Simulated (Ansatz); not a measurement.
The system is Sn.

```
Sn
1.0
    -1.72654    1.77555    2.33834
     1.72654   -1.77555    2.33834
     1.72654    1.77555   -2.33834
Sn
1
Direct
  0.00000 0.00000 0.00000
```

This isn't the form of Sn at room conditions, which is tetragonal (white tin).

- Program: Ansatz 0.2.0
- Task: relaxation of cell and atoms
- Functional: LDA
- Potentials or basis: all-electron LAPW, scalar-relativistic
- Basis error allowed: 0.001 eV/atom
- k mesh: 11 × 11 × 11
- Occupations: fermi-dirac, width 0.05 eV
- Spin: no spin polarisation

At the start: volume 28.67 Å³/atom.

Problem. Where does the relaxation end?

Solution. Over 6 steps the energy falls by 48.4 meV/atom and the volume is 25.91 Å³/atom (-9.7 %); space group I4/mmm (No. 139, to 0.05 Å).

The path:
```csv
step,energy change (eV),largest force (eV/Å),volume (Å³)
1,0.0000,0.0000,28.67
2,-0.0475,0.0000,25.71
3,-0.0482,0.0000,25.91
4,-0.0483,0.0000,25.91
5,-0.0484,0.0000,25.91
6,-0.0484,0.0000,25.91
```

Final structure:
```cif
data_structure
_symmetry_space_group_name_H-M 'P 1'
_symmetry_Int_Tables_number 1
_cell_length_a 3.2997
_cell_length_b 3.2997
_cell_length_c 3.2997
_cell_angle_alpha 118.632
_cell_angle_beta 118.634
_cell_angle_gamma 92.385
_cell_volume 25.91
loop_
_atom_site_label
_atom_site_type_symbol
_atom_site_fract_x
_atom_site_fract_y
_atom_site_fract_z
_atom_site_occupancy
Sn1 Sn 0.00000 0.00000 0.00000 1
```
